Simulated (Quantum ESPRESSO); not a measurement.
The system is TaN.

```
CELL_PARAMETERS angstrom
0.00000 2.21132 2.21132
2.21132 0.00000 2.21132
2.21132 2.21132 0.00000
ATOMIC_POSITIONS crystal
Ta 0.50000 0.50000 0.50000
N 0.00000 0.00000 0.00000
```

The cell comes from a database or a generator and needn't be the stable form of this composition.

Base run:

```yaml
Program: Quantum ESPRESSO 7.5
Functional: PBE
Potentials_or_basis: PseudoDojo 0.4.1 SR PBE standard
Cutoff: 1143 eV
Density_cutoff: 4572 eV
k_mesh: 10 × 10 × 10
Occupations: fermi-dirac, width 0.05 eV
Spin: no spin polarisation
```

Its results: band gap on the k mesh none (metal or under the smearing width); pressure -1.6 GPa.

Task: The run is repeated on the same cell with these changes: functional from PBE to PBEsol; potentials or basis from PseudoDojo 0.4.1 SR PBE standard to PseudoDojo 0.4.1 SR PBEsol standard. What comes out?

Result: Band gap on the k mesh none (metal or under the smearing width); pressure -11.2 GPa.

Not every run made on this cell is shown here.
